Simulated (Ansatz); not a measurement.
The system is MoS2.

```
CELL_PARAMETERS angstrom
3.22746 0.00000 0.00000
-1.61373 2.79507 0.00000
0.00000 0.00000 6.31247
ATOMIC_POSITIONS crystal
Mo 0.00000 0.00000 0.50000
S 0.66667 0.33333 0.74468
S 0.33333 0.66667 0.25532
```

Measurements of this composition are mostly on another form, of space group No. 194.

```yaml
Program: Ansatz 0.2.0
Task: relaxation of cell and atoms
Functional: BLYP
Dispersion: D3(BJ)
Potentials_or_basis: Ansatz PAW
Cutoff: "420 eV (not typed: the program's choice for these potentials)"
k_mesh: 9 × 9 × 4
Occupations: fermi-dirac, width 0.05 eV
Spin: no spin polarisation
```

At the start: volume 18.98 Å³/atom.

Question: How do energy, volume and symmetry change on relaxing?

Answer: It ends after 7 steps and the volume is 16.94 Å³/atom (-10.8 %); space group P-3m1 (No. 164, to 0.05 Å).

Step by step:
| step | energy change (eV) | largest force (eV/Å) | volume (Å³) |
| --- | --- | --- | --- |
| 1 | 0.0000 | 0.6442 | 56.94 |
| 2 | -0.1032 | 0.1670 | 52.55 |
| 3 | -0.1406 | 0.2231 | 50.76 |
| 4 | -0.1499 | 0.0514 | 50.71 |
| 5 | -0.1502 | 0.0327 | 50.80 |
| 6 | -0.1503 | 0.0007 | 50.81 |
| 7 | -0.1498 | 0.0008 | 50.81 |

Final structure:
```yaml
crystal:
  lattice:
    - [3.23299, 0.00000, 0.00000]
    - [-1.61649, 2.79985, 0.00000]
    - [0.00000, 0.00000, 5.61286]
  atoms:
    - { symbol: Mo, position: [0.00000, 0.00000, 0.50000] }
    - { symbol: S, position: [0.66667, 0.33333, 0.77694] }
    - { symbol: S, position: [0.33333, 0.66667, 0.22306] }
```

Caveat: the plane-wave basis is chosen anew once the cell has moved, so the energies of steps on either side of that aren't comparable; the PAW data sets come from PBE, with cores solved anew for the run's functional, which leaves a small shift of forces and pressure.
